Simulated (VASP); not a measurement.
# Cs: intraband terms of a metal's spectrum

Cs, Im-3m (no. 229), 1 atom in the cell. PBE, independent-particle dielectric function; PAW potentials Cs_sv (PBE set).

## Input

INCAR.step1:
```
SYSTEM = Cs
EDIFF = 1E-7
ENCUT = 260
ISMEAR = 1
KPAR = 4
LASPH = .TRUE.
LCHARG = .TRUE.
LMAXMIX = 4
LWAVE = .FALSE.
PREC = Accurate
SIGMA = 0.1
```

INCAR.step2:
```
SYSTEM = Cs
CSHIFT = 0.1
EDIFF = 1E-6
ENCUT = 260
ICHARG = 11
ISMEAR = 0
KPAR = 4
LASPH = .TRUE.
LCHARG = .FALSE.
LMAXMIX = 4
LWAVE = .TRUE.
NBANDS = 18
NEDOS = 3000
OMEGAMAX = 30
PREC = Accurate
SIGMA = 0.3
```

INCAR.step3, as INCAR.step2 but for:
```
- LWAVE = .TRUE.
+ ALGO = None
+ ISTART = 1
+ LOPTICS = .TRUE.
+ LWAVE = .FALSE.
+ NELM = 1
```

INCAR.step4, as INCAR.step3 but for:
```
+ WPLASMAI = 0.03
```

INCAR.step5 to INCAR.step6 change the same tag again: WPLASMAI = 0.1, 0.3.

INCAR.step7, as INCAR.step6 but for:
```
- WPLASMAI = 0.3
+ RTIME = 20
```

INCAR.step8, as INCAR.step7 but for:
```
- RTIME = 20
+ RTIME = 1
```

INCAR.step9, as INCAR.step8 but for:
```
- RTIME = 1
+ LNABLA = .TRUE.
```

INCAR.step10, as INCAR.step9 but for:
```
- ISMEAR = 0
- LNABLA = .TRUE.
+ ISMEAR = -5
```

KPOINTS.step1:
```
k-points
0
Gamma
  6 6 6
```

KPOINTS.step2:
```
k-points
0
Gamma
  15 15 15
```

POSCAR:
```
Cs
1.0
   -3.1284650614      3.1284650614      3.1284650614
    3.1284650614     -3.1284650614      3.1284650614
    3.1284650614      3.1284650614     -3.1284650614
Cs
1
Direct
    0.0000000000      0.0000000000      0.0000000000
```

Commands (each step's output is kept before the next begins):
```
cat potpaw_PBE.64/Cs_sv/POTCAR > POTCAR
cp INCAR.step1 INCAR
cp KPOINTS.step1 KPOINTS
mpirun -np 4 vasp_std > vasp.out
cp INCAR.step2 INCAR
cp KPOINTS.step2 KPOINTS
mpirun -np 4 vasp_std > vasp.out
cp INCAR.step3 INCAR
mpirun -np 4 vasp_std > vasp.out
cp INCAR.step4 INCAR
mpirun -np 4 vasp_std > vasp.out
cp INCAR.step5 INCAR
mpirun -np 4 vasp_std > vasp.out
cp INCAR.step6 INCAR
mpirun -np 4 vasp_std > vasp.out
cp INCAR.step7 INCAR
mpirun -np 4 vasp_std > vasp.out
cp INCAR.step8 INCAR
mpirun -np 4 vasp_std > vasp.out
cp INCAR.step9 INCAR
mpirun -np 4 vasp_std > vasp.out
cp INCAR.step10 INCAR
mpirun -np 4 vasp_std > vasp.out
```

## Result

- Bands: 18

One ground state, settings moved in the last step alone:

| Settings | Plasma frequency (eV) | Im ε at 0.5 eV | Im ε at 1 eV | Im ε at 2 eV | Im ε at 4 eV | Time (s) |
|---|---|---|---|---|---|---|
| interband part alone | 2.91 | 2.3 | 3.0 | 0.8 | 0.4 | 9 |
| Drude term, WPLASMAI 0.03 | 2.91 | 4.3 | 3.3 | 0.8 | 0.4 | 9 |
| Drude term, WPLASMAI 0.1 | 2.91 | 8.8 | 3.9 | 0.9 | 0.4 | 8 |
| Drude term, WPLASMAI 0.3 | 2.91 | 17.2 | 5.4 | 1.1 | 0.4 | 7 |
| relaxation time RTIME 20 fs | 2.91 | 4.5 | 3.3 | 0.9 | 0.4 | 8 |
| relaxation time RTIME 1 fs | 2.91 | 18.6 | 6.9 | 1.4 | 0.5 | 8 |
| transversal form (LNABLA) | 2.91 | 2.3 | 3.0 | 0.8 | 0.4 | 8 |
| tetrahedron method | – | – | – | – | – | no result |

Limits: Spin-orbit coupling is left out, which can matter with atoms this heavy.

VASP 6.6.1 took 78 s on 4 cores (AMD EPYC 7R43 (Zen 3)), a shared host.
